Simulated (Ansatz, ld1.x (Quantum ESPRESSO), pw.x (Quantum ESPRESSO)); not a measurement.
# Te (Z = 52) (fcc): variants of one ultrasoft potential in the solid

tellurium (Te), ultrasoft, made with ld1.x (Quantum ESPRESSO) 7.5 (PBEsol, scalar-relativistic). Core [Kr] 4d10, reference 5s2 5p2 (charge +2). Waves: 5s (bound): rcut 1.65, rcutus 2.00 bohr; 5s channel at -1.9 Ry: rcut 1.65, rcutus 2.00 bohr; 5p (bound): rcut 1.85, rcutus 2.35 bohr; 5p channel at 2.2 Ry: rcut 1.85, rcutus 2.35 bohr; 5d channel at 0.5 Ry: rcut 2.00, rcutus 2.40 bohr; 5d channel at 2.1 Ry: rcut 2.00, rcutus 2.40 bohr. Local part: all-electron potential smoothed inside 2.40 bohr (lloc = -1). Core correction: Bessel-smoothed model core, default radius (core density twice the valence density). Augmentation charge: PSQ, radius 1.80 bohr.

Crystal test: fcc Te in pw.x 7.5, no spin, 12³ k-points, Fermi–Dirac smearing 0.01 Ry, cutoffs set for each file from its atomic test. The reference is all-electron LAPW (Ansatz 0.2.0) with the same functional, mesh and smearing; V0 and B0 come from Birch–Murnaghan fits to the pressures at five volumes. Errors are pseudo minus all-electron; Δ is the rms difference of the E(V) curves that follow from these fits, minima aligned, over ±6 % about the mean V0. Mesh and smearing are coarse, so the numbers serve the comparison and aren't converged zero-temperature values; the lattice is a test structure that the element need not adopt.

All-electron: a0 = 4.756 Å (V0 = 26.89 Å³/atom), B0 = 63.4 GPa.

3 further variants are left out: they gave no file fit for a test, a broken result, the same result as the base, or pressures whose basis-set error rivals the error shown.

| change | cutoffs (Ry) | pw.x | a0 (Å) | a0 error (%) | B0 error (%) | Δ (meV/atom) | mean pressure error (GPa) |
| --- | --- | --- | --- | --- | --- | --- | --- |
| base | 40/320 | converged | 4.760 | +0.08 | +1.0 | 1.0 | +0.17 |
| all radii but the core radius scaled by about 0.90 (s 1.80, p 2.12, d 2.16 bohr, rcut 1.50/1.68/1.80); local potential all-electron potential smoothed inside 2.16 bohr (lloc = -1); augmentation PSQ, radius 1.62 bohr | 40/320 | converged | 4.751 | -0.10 | +1.4 | 1.1 | -0.19 |

(1) Give the row for: all radii but the core radius scaled by about 1.08 (s 2.16, p 2.54, d 2.60 bohr, rcut 1.78/2.00/2.16); local potential all-electron potential smoothed inside 2.60 bohr (lloc = -1); augmentation PSQ, radius 1.94 bohr.

## Answers

(1) pw.x: converged; mean pressure error (GPa): +1.03; a0 (Å): 4.780; a0 error (%): +0.51; B0 error (%): -0.2; Δ (meV/atom): 5.8.
